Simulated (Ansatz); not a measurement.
## Abstraction of H: C3H6O2 + CF3 → C3H5O2 + CHF3

Species: C3H6O2 (methyl acetate) `COC(C)=O`, singlet; CF3 (trifluoromethyl radical) `F[C](F)F`, doublet; C3H5O2 `[CH2]OC(C)=O`, doublet; CHF3 (trifluoromethane) `FC(F)F`, singlet. A radical takes H: the energy is the difference in strength between two C–H bonds in different surroundings.

Shapes, held fixed at every level: PBE0-D4/def2-TZVP. Flexible molecules stand in one conformer, not always the lowest. Programs: Ansatz 0.2.0. The zero-point and thermal change to 298 K, harmonic and unscaled (PBE0-D4/def2-TZVP), is -4.4 kJ/mol.

| level | kind | ΔH(298 K) (kJ/mol) | less CCSD(T)/CBS estimate | CPU time (sum over the molecules) |
| --- | --- | --- | --- | --- |
| HF/def2-TZVPP | Hartree–Fock | -26.8 | +4.8 | – |
| PBE-D4/def2-TZVPP | GGA | -27.1 | +4.5 | 30 s |
| r2SCAN-D4/def2-TZVPP | meta-GGA | -28.4 | +3.2 | 54 s |
| B3LYP-D4/def2-TZVPP | global hybrid | -29.4 | +2.2 | 45 s |
| wB97X-V/def2-TZVPP | range-separated hybrid | -27.1 | +4.5 | 88 s |
| CCSD(T)/def2-SVP | coupled cluster or CI | -25.7 | +5.9 | 79 s |
| CCSD/def2-SVP | coupled cluster or CI | -26.6 | +5.0 | – |
| CCSD(T)/CBS estimate | coupled cluster or CI | -31.6 | 0.0 | 53 min |

The highest level, CCSD(T)/CBS estimate, gives ΔH(298 K) = -31.6 kJ/mol; the levels span -31.6 to -25.7. The column of differences is taken from that level and isn't an error. No measured value is set beside it here. Open shells run unrestricted. The CBS estimate extrapolates MP2 from def2-TZVPP and def2-QZVPP and adds CCSD(T) − MP2 in the triple-zeta set, cores frozen. Times are processor times on shared x86 and Arm servers, and rough.
